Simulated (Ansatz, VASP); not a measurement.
**NaCl in two plane-wave programs**

One calculation is typed for both programs; each brings its own data sets and cutoff. How far apart do they land?

Main program and level: Ansatz 0.2.0; plane waves, with VASP 6.6.1 beside it; relaxation of cell and atoms at PBEsol.

The database entry behind the starting cell differs from later determinations by our own check (an axis about 0.4 % short against later determinations), so it need not match the best structure at ambient conditions.

**1. The structure**

Symmetry: Fm-3m, No. 225, cubic system. Conventional cell: a = 5.620 Å, b = 5.620 Å, c = 5.620 Å, α = 90.00°, β = 90.00°, γ = 90.00°. Nearest to Na lie 6 Cl at 2.81 Å. Nearest to Cl lie 6 Na at 2.81 Å. Farther neighbours and most contacts between anions are not listed.

As a file:

```xyz
2
Lattice="0.0000 2.8100 2.8100 2.8100 0.0000 2.8100 2.8100 2.8100 0.0000" Properties=species:S:1:pos:R:3 pbc="T T T"
Na    0.0000    0.0000    0.0000
Cl    2.8100    2.8100    2.8100
```

**2. VASP: relaxation of cell and atoms, PBEsol**

The relaxed volume is the usual yardstick between codes: its relative difference is about their pressure difference at one cell divided by the bulk modulus.

Lines of VASP's logs that name or quote its potential files are left out, and so is its time.

Input file INCAR:

```
SYSTEM = NaCl
PREC = Accurate
ENCUT = 400
EDIFF = 1E-06
NELM = 100
ISMEAR = 0
SIGMA = 0.05
LREAL = .FALSE.
ALGO = Normal
GGA = PS
NBANDS = 13
LORBIT = 11
LWAVE = .FALSE.
LCHARG = .FALSE.
KPAR = 2
IBRION = 2
NSW = 60
ISIF = 3
EDIFFG = -0.01
```

Input file POSCAR:

```
NaCl
1.0
    0.0000000000      2.8100000000      2.8100000000
    2.8100000000      0.0000000000      2.8100000000
    2.8100000000      2.8100000000      0.0000000000
Na Cl
1 1
Direct
    0.0000000000      0.0000000000      0.0000000000
    0.5000000000      0.5000000000      0.5000000000
```

Input file KPOINTS:

```
Automatic mesh
0
Gamma
7 7 7
0 0 0
```

PAW data sets: Na_pv and Cl (PBE family, release 64).

The run is started by

```console
> mpirun -np 2 vasp_std
```

Numbers of over 12 decimals in the logs are rounded to 6 here.

Log:

```text
[banner, memory and clock lines left out]
running    2 mpi-ranks, on    1 nodes
 distrk:  each k-point on    1 cores,    2 groups
 distr:  one band on    1 cores,    1 groups

 POSCAR found type information on POSCAR NaCl
 POSCAR found :  2 types and       2 ions
|                                                                             |
|               ----> ADVICE to this user running VASP <----                  |
|                                                                             |
|     You enforced a specific xc type in the INCAR file but a different       |
|     [... a line on the potential file left out ...]
|     I HOPE YOU KNOW WHAT YOU ARE DOING!                                     |
|                                                                             |

 LDA part: xc-table for (Slater+PW92), standard interpolation
 POSCAR, INCAR and KPOINTS ok, starting setup
 FFT: planning ... GRIDC
 FFT: planning ... GRID_SOFT
 FFT: planning ... GRID
 WAVECAR not read
 entering main loop
       N       E                     dE             d eps       ncg     rms          rms(c)
DAV:   1     0.850067041831E+02    0.85007E+02   -0.63451E+03   528   0.893E+02
DAV:   2    -0.275039899389E+00   -0.85282E+02   -0.79058E+02   563   0.237E+02
DAV:   3    -0.704996644030E+01   -0.67749E+01   -0.67426E+01   670   0.666E+01
DAV:   4    -0.715804844438E+01   -0.10808E+00   -0.10803E+00   595   0.936E+00
DAV:   5    -0.716053841253E+01   -0.24900E-02   -0.24899E-02   676   0.139E+00    0.188E+00
DAV:   6    -0.700498604447E+01    0.15555E+00   -0.26967E-01   633   0.375E+00    0.135E+00
DAV:   7    -0.699451570660E+01    0.10470E-01   -0.63490E-02   668   0.173E+00    0.912E-01
DAV:   8    -0.699804520003E+01   -0.35295E-02   -0.73849E-03   550   0.834E-01    0.255E-01
DAV:   9    -0.699796717154E+01    0.78028E-04   -0.17453E-04   625   0.107E-01    0.168E-01
DAV:  10    -0.699800971317E+01   -0.42542E-04   -0.31342E-04   565   0.115E-01    0.581E-02
DAV:  11    -0.699799809249E+01    0.11621E-04   -0.22724E-05   655   0.357E-02    0.211E-02
DAV:  12    -0.699799710734E+01    0.98515E-06   -0.43667E-06   575   0.129E-02
   1 F= -.69979971E+01 E0= -.69979971E+01  d E =-.699800E+01
 curvature:   0.00 expect dE= 0.000E+00 dE for cont linesearch  0.000E+00
 trial: gam= 0.00000 g(F)=  0.154E-59 g(S)=  0.842E-03 ort = 0.000E+00 (trialstep = 0.100E+01)
 search vector abs. value=  0.842E-03
 bond charge predicted
       N       E                     dE             d eps       ncg     rms          rms(c)
DAV:   1    -0.700396334082E+01   -0.59652E-02   -0.11274E-01   610   0.450E+00    0.475E-01
DAV:   2    -0.699946975035E+01    0.44936E-02   -0.67750E-03   615   0.783E-01    0.192E-01
DAV:   3    -0.699870612942E+01    0.76362E-03   -0.16662E-03   620   0.421E-01    0.917E-02
DAV:   4    -0.699863633744E+01    0.69792E-04   -0.51236E-05   759   0.785E-02    0.778E-03
DAV:   5    -0.699863497179E+01    0.13656E-05   -0.60179E-06   615   0.195E-02    0.511E-03
DAV:   6    -0.699863513399E+01   -0.16220E-06   -0.22366E-07   270   0.628E-03
   2 F= -.69986351E+01 E0= -.69986351E+01  d E =-.638027E-03
 trial-energy change:   -0.000638  1 .order   -0.000605   -0.000842   -0.000369
 step:   1.4832(harm=  1.7811)  dis= 0.00000  next Energy=    -6.998728 (dE=-0.731E-03)
 bond charge predicted
       N       E                     dE             d eps       ncg     rms          rms(c)
DAV:   2    -0.699897684437E+01    0.10585E-02   -0.15863E-03   615   0.379E-01    0.927E-02
DAV:   3    -0.699880072132E+01    0.17612E-03   -0.39164E-04   620   0.204E-01    0.442E-02
DAV:   4    -0.699878834896E+01    0.12372E-04   -0.12081E-05   759   0.381E-02    0.376E-03
DAV:   5    -0.699878806386E+01    0.28509E-06   -0.13060E-06   330   0.951E-03
   3 F= -.69987881E+01 E0= -.69987881E+01  d E =-.790957E-03
 curvature:  -0.76 expect dE=-0.220E-04 dE for cont linesearch -0.220E-04
 trial: gam=-0.15097 g(F)=  0.835E-61 g(S)=  0.289E-04 ort = 0.156E-03 (trialstep = 0.110E+01)
 search vector abs. value=  0.993E-06
 reached required accuracy - stopping structural energy minimisation
```

OUTCAR, selected parts (step 2):

```text
ion  position               nearest neighbor table
   1  0.000  0.000  0.000-
   2  0.500  0.500  0.500-

  LATTYP: Found a face centered cubic cell.
 ALAT       =     5.6200000000

 Subroutine GETGRP returns: Found 48 space group operations
 (whereof 48 operations were pure point group operations)

The static configuration has the point symmetry O_h .

 Found     20 irreducible k-points:

   k-points           NKPTS =     20   k-points in BZ     NKDIM =     20   number of bands    NBANDS=     13

   dimension x,y,z NGX =    28 NGY =   28 NGZ =   28
   dimension x,y,z NGXF=    56 NGYF=   56 NGZF=   56

   ENCUT  =  400.0 eV  29.40 Ry    5.42 a.u.   6.48  6.48  6.48*2*pi/ulx,y,z

   NELECT =      14.0000    total number of electrons

 k-points in reciprocal lattice and weights: Automatic mesh
   0.00000000  0.00000000  0.00000000       0.003
   0.14285714  0.00000000  0.00000000       0.023
   0.28571429  0.00000000  0.00000000       0.023
   0.42857143  0.00000000  0.00000000       0.023
   0.14285714  0.14285714  0.00000000       0.017
   0.28571429  0.14285714  0.00000000       0.070
   0.42857143  0.14285714  0.00000000       0.070
  -0.42857143  0.14285714  0.00000000       0.070
  -0.28571429  0.14285714  0.00000000       0.070
[...]
-0.42857143  0.42857143  0.14285714       0.070
  -0.28571429  0.42857143  0.14285714       0.070

 average (electrostatic) potential at core
       1 -46.9420       2 -93.5788

 E-fermi :  -0.3859

 k-point     1 :       0.0000    0.0000    0.0000
  band No.  band energies     occupation
    ...
      3     -21.2632      2.00000
      4     -13.3516      2.00000
      5      -0.6542      2.00000
      6      -0.6542      2.00000
      7      -0.6542      2.00000
      8       4.3586      0.00000
      9      10.3636      0.00000
     10      10.3636      0.00000
     11      10.3636      0.00000
     12      12.6147      0.00000
    ...

 k-point     2 :       0.1429    0.0000    0.0000
  band No.  band energies     occupation
    ...
      3     -21.2637      2.00000
      4     -13.2854      2.00000
      5      -1.1515      2.00000
      6      -0.7102      2.00000
      7      -0.7102      2.00000
      8       5.0066      0.00000
      9       9.6854      0.00000
     10      10.6077      0.00000
     11      10.6077      0.00000
     12      12.3119      0.00000
    ...

 k-point     3 :       0.2857    0.0000    0.0000
  band No.  band energies     occupation
    ...
      3     -21.2648      2.00000
      4     -13.1310      2.00000
      5      -2.0321      2.00000
      6      -0.8309      2.00000
      7      -0.8309      2.00000
      8       6.0741      0.00000
      9       9.2551      0.00000
     10      10.6053      0.00000
     11      10.6053      0.00000
     12      12.8587      0.00000
    ...

  Total       -0.0199843     -0.0199843     -0.0199843      0.0000000      0.0000000      0.0000000
  in kB       -0.7299382     -0.7299382     -0.7299382      0.0000000      0.0000000      0.0000000
  external PRESSURE =      -0.7299382 kB  Pullay stress =       0.0000000 kB

  energy-cutoff  :      400.00
  volume of cell :       43.86
      direct lattice vectors                 reciprocal lattice vectors
     0.000000000  2.799158227  2.799158227    -0.178625129  0.178625129  0.178625129
     2.799158227  0.000000000  2.799158227     0.178625129 -0.178625129  0.178625129
     2.799158227  2.799158227 -0.000000000     0.178625129  0.178625129 -0.178625129

 POSITION                                       TOTAL-FORCE (eV/Angst)
 -----------------------------------------------------------------------------------
      0.00000      0.00000      0.00000         0.000000     -0.000000      0.000000
      2.79916      2.79916      2.79916        -0.000000      0.000000     -0.000000
 -----------------------------------------------------------------------------------
    total drift:                                0.000000      0.000000      0.000000

  FREE ENERGIE OF THE ION-ELECTRON SYSTEM (eV)
  ---------------------------------------------------
  free  energy   TOTEN  =        -6.9987880639 eV

  energy  without entropy=       -6.9987880639  energy(sigma->0) =       -6.99878806

 reached required accuracy - stopping structural energy minimisation

 total charge
# of ion       s       p       d       tot
------------------------------------------
    1        0.045   5.983   0.000   6.028
    2        1.578   3.556   0.000   5.134
--------------------------------------------------
tot          1.623   9.539   0.000  11.161

[... 3 further parts left out ...]
```

**3. Ansatz: relaxation of cell and atoms, PBEsol**

Ansatz runs on its default PAW (the set named soft_2) files.

The same cell, functional, mesh and smearing now go to Ansatz, which takes its cutoff from its data sets.

Input file input.yaml:

```yaml
crystal:
  lattice:
    - [0.0, 2.81, 2.81]
    - [2.81, 0.0, 2.81]
    - [2.81, 2.81, 0.0]
  atoms:
    - { symbol: Na, position: [0.0, 0.0, 0.0] }
    - { symbol: Cl, position: [0.5, 0.5, 0.5] }
hamiltonian:
  xc: pbesol
  pseudopotentials: { kind: paw }
kpoints:
  mp_grid: { grid: [7, 7, 7] }
scf:
  occupations: { method: gaussian, width: 0.05 }
relax:
  f_tol: 0.01
  max_steps: 60
  cell: { stress_tol: 0.05 }
output:
  forces: true
  stress: true
```

The run is started by

```console
> ansatz run input.yaml --threads 4 --pin off --max-ram 9216MiB --backend cpu --events-out ev --progress --plain --runs-dir out
```

Log:

```text
Engine: ansatz 0.2.0, aarch64-unknown-linux-gnu
Pseudopotentials: kind: paw
Pseudopotential: Na, paw, valence charge 9, recommended cutoff 420 eV (normal), Na.paw.azcp
Pseudopotential: Cl, paw, valence charge 7, recommended cutoff 420 eV (normal), Cl.paw.azcp
Functional definition: PBEsol
  exchange = pbesol_x
  correlation = pbesol_c
Crystal: 2 atoms, lattice volume = 44.376 Å³
Basis set: ecut = 420 eV, 893 PW (Γ), exchange–correlation on 54×54×54 points (8 copies of the dense FFT grid, shifted against one another)
Bands: 12, of which v1, the nominal top of the filled ones, is band 8 counted from 1 (7 counted from 0)
Symmetry: 48 space group operations
Space group: Fm-3m (ITA 225), of the structure as read, at distance tolerance 3.5e-5 Å
k-points: 20 of 343
Non-local potential: Na, projectors of the file, l = 0: 3, l = 1: 2, l = 2: 1
Non-local potential: Cl, projectors of the file, l = 0: 2, l = 1: 2, l = 2: 2
PAW form: soft (Blöchl's): semilocal exchange-correlation on the pseudo side does not see the compensation charge
PAW frozen core: Na, regenerated for the run's functional, and the local potential with it (the file was generated under x = pbe(κ = 0.804, μ = 0.219515), c = pbe(β = 0.066725))
PAW frozen core: Cl, regenerated for the run's functional, and the local potential with it (the file was generated under x = pbe(κ = 0.804, μ = 0.219515), c = pbe(β = 0.066725))
PAW one-centre angular grid: Na, 110 points (default); XC on 64 Gauss nodes
PAW one-centre angular grid: Cl, 110 points (default); XC on 64 Gauss nodes
Initial density: superposition of atomic densities (neutral atoms: chi_scale 0, normalization atom), corrected by the library's trained network
Initial wavefunctions: pseudopotential atomic-orbital guess
Functional: x = pbesol(κ = 0.804, μ = 0.123457), c = pbesol(β = 0.046)
SCF iter   1: F=—  HF=-2540.289165 eV  |F-HF|=—  |Δ(HF+E_count)|=         —  Δρ=2.82e-3  dr2=3.75e-3  ethr=1.77e-3  ⟨swp⟩=5.7  Hψ=1411  notcnv=0
preconditioner: auto → none  [insulator: Δε(μ)=4.919 eV  Ē_g=20.723 eV  σ=0.050 eV  W_gap=1.00  n_scr=14 (ndim 8)  ℏωp=20.9 eV  f_vac=0.032  D(μ)=0.00/eV (n_scr^D=0)  ε∞_Penn≈2.0]
SCF iter   2: F=—  HF=-2540.286513 eV  |F-HF|=—  |Δ(HF+E_count)|=   2.65e-3  Δρ=1.24e-3  dr2=9.05e-4  ethr=2.35e-5  ⟨swp⟩=2.8  Hψ=542  notcnv=0
SCF iter   3: F=—  HF=-2540.286483 eV  |F-HF|=—  |Δ(HF+E_count)|=   2.96e-5  Δρ=8.91e-4  dr2=5.02e-4  ethr=5.65e-6  ⟨swp⟩=2.0  Hψ=320  notcnv=0
SCF iter   4: F=—  HF=-2540.286312 eV  |F-HF|=—  |Δ(HF+E_count)|=   1.71e-4  Δρ=2.40e-4  dr2=3.17e-5  ethr=3.14e-6  ⟨swp⟩=2.0  Hψ=298  notcnv=0
SCF iter   5: F=—  HF=-2540.286336 eV  |F-HF|=—  |Δ(HF+E_count)|=   2.30e-5  Δρ=3.45e-5  dr2=9.66e-7  ethr=1.98e-7  ⟨swp⟩=2.0  Hψ=320  notcnv=0
SCF iter   6: F=-2540.286335 eV  HF=-2540.286335 eV  |F-HF|=1.88e-8  |Δ(HF+E_count)|=   1.79e-7  Δρ=7.24e-6  dr2=4.25e-8  ethr=6.25e-10  ⟨swp⟩=3.0  Hψ=814  notcnv=0
SCF 1 converged in 6 iterations: F = -2540.286335 eV  dr2 = 4.25e-8
  greatest PAW one-centre occupation: 0.999 electrons in one spin orbital (limit 2), on the Na atom at site 0 (counted from 0), in its partial waves of l = 0
relax step   1: F+E_penalty+E_count = -2540.28633533 eV  Δ(F+E_penalty+E_count) = +0.000e0 eV  max|allowed force component| = 2.588e-30 eV/Å  Δτ_max = 0.0000 Å  P = -0.242 GPa  Ω = 44.376 Å³  (6 SCF iters, dr2 threshold 1.00e-7 eV, accepted)
[...]
relax step   2: F+E_penalty+E_count = -2540.28662448 eV  Δ(F+E_penalty+E_count) = -2.891e-4 eV  max|allowed force component| = 9.943e-31 eV/Å  Δτ_max = 0.0000 Å  P = -0.085 GPa  Ω = 44.097 Å³  energy of the carried Pulay correction = +3.839e-6 eV  (4 SCF iters, dr2 threshold 1.47e-7 eV, accepted)
[...]
relax step   3: F+E_penalty+E_count = -2540.28666488 eV  Δ(F+E_penalty+E_count) = -4.040e-5 eV  max|allowed force component| = 8.940e-30 eV/Å  Δτ_max = 0.0000 Å  P = +0.002 GPa  Ω = 43.949 Å³  energy of the carried Pulay correction = +5.888e-6 eV  (4 SCF iters, dr2 threshold 1.79e-8 eV, accepted)
[...]
relax step   4: F+E_penalty+E_count = -2540.28665940 eV  Δ(F+E_penalty+E_count) = +5.487e-6 eV  max|allowed force component| = 1.407e-29 eV/Å  Δτ_max = 0.0000 Å  P = +0.002 GPa  Ω = 43.949 Å³  stress off target by 2.02e-3 GPa  SCF on the basis re-selected at this cell (its energy is not comparable with the rows above)  (6 SCF iters)
basis re-selected at this cell: Δ(F+E_penalty+E_count) = +5.487e-6 eV, ΔP = +0.000 GPa vs the last step (what re-selecting the basis moved, of the pressure what is left beyond the Pulay correction that the steps carried, after the strain that the cell walked since its last selection, with what the two solves' SCF thresholds leave and, on support functions, any second-order correction that the steps lacked; it is no m [...]
SCF converged after 6 iterations
Free energy (F): -2540.286659 eV
Harris-Foulkes:  -2540.286659 eV  (|F-HF|=7.73e-12)
Internal energy: -2540.286659 eV  (E = F + TS)
E sigma→0 (E₀):  -2540.286659 eV
Fermi energy:    3.709311 eV
--- Per-component energies (eV) ---
  E_band       = -231.445775
  E_kinetic    = 282.627561
  E_local      = -1519.363708  (includes V_loc(G=0)·N_el)
  E_nonlocal   = 144.823246
  E_hartree    = 534.336893
  E_xc         = -145.002374
  E_vxc        = -171.859630  (∫ρ·V_xc dr)
  E_paw        = -895.323281  (= ΣΔE_a)
  E_vpaw       = -36.347119  (= ΣTr[D̂ρ^β])
  E_aug_tail   = 0.000080  (compensation charges beyond the density's cutoff)
  E_ewald      = -942.518203
  E_core_change = 0.133126  (= ΣΔE_core)
  E_smearing   = -0.000000  (= −TS)
  E_closure    = 0.000000  (closes the sum)
  Σ components = -2540.286659   (vs F -2540.286659, Δ=0.00e0)
--- Forces (eV/Å), atoms counted from 1 ---
  atom   1  Na    -0.00000000     0.00000000    -0.00000000
  atom   2  Cl     0.00000000    -0.00000000    -0.00000000
  max |Σ_I F_I| component: 2.45e-29 eV/Å
--- Stress (GPa, compression-positive) ---
        0.002018       0.000000      -0.000000
        0.000000       0.002018       0.000000
       -0.000000       0.000000       0.002018
  P = ⅓ Tr σ = 0.0020 GPa (0.020 kbar)
--- Relaxed structure (3 steps of the walk, 3 accepted, 1 SCFs on fresh bases) ---
  F+E_penalty+E_count = -2540.28665940 eV   max|allowed force component| = 1.407e-29 eV/Å   (the final SCF, on the basis selected at the relaxed cell)
  cell:  # Å, volume = 43.9490 Å³
    - [0, 2.800957, 2.800957]
    - [2.800957, 0, 2.800957]
    - [2.800957, 2.800957, 0]
  atoms:
    - { symbol: Na, position: [0, 0, 0] }
    - { symbol: Cl, position: [0.500000, 0.500000, 0.500000] }
```

It took 0.97 s on 4 threads of Arm Neoverse V1, shared host; peak memory 0.29 GiB; 2.9 s of CPU time.

**4. Comparison**

Known differences besides the potentials themselves: both relaxations stop at a tolerance, which leaves soft axes loose, and VASP keeps its plane-wave basis; the data sets hold 16 valence electrons in Ansatz (default PAW (the set named soft_2) files) and 14 in VASP; the cutoff is 420 eV in Ansatz and 400 eV in VASP; Ansatz makes its cores anew for this functional, VASP keeps those of its PBE data sets; VASP leaves aspherical gradient terms in its spheres out (LASPH is not set), Ansatz keeps them; Ansatz adds a Pulay correction to the stress that steers its cell, VASP none. Total energies have different zeros and are not compared.

Compared:

```csv
quantity,Ansatz,VASP,difference
volume (Å³),43.95,43.86,+0.19 %
"edge a after relaxation, in the typed setting (Å)",3.961,3.959,+0.07 %
```

The walks stopped with 0.00 GPa left in Ansatz and -0.07 GPa in VASP; each walk ends within a tolerance, so the volume difference is uncertain by about these residues over the bulk modulus, most in soft cells.

**5. Results**

```json
{
  "difference in volume (relaxation of cell and atoms, PBEsol)": "0.19 %"
}
```

What this shows: The difference in volume is 0.19 % (relaxation of cell and atoms, PBEsol), within the 1.2 % picked in this series as the mark of a large difference, as far as the stopping tolerances let one tell. How closely two codes agree says nothing of how well the functional describes the real material.

[Lines on the potential files, build, host, timing and source positions are cut from VASP's logs without a mark.]

[Logs are printed without paths, hosts, clocks, repeated set-up lines and the standing remarks that a program may print on its own settings, such as how far it seeks lower states.]

[Hosts, paths, dates, database ids (printed as entryN), source tags and the programs' standing remarks are cut or masked in the printed files.]
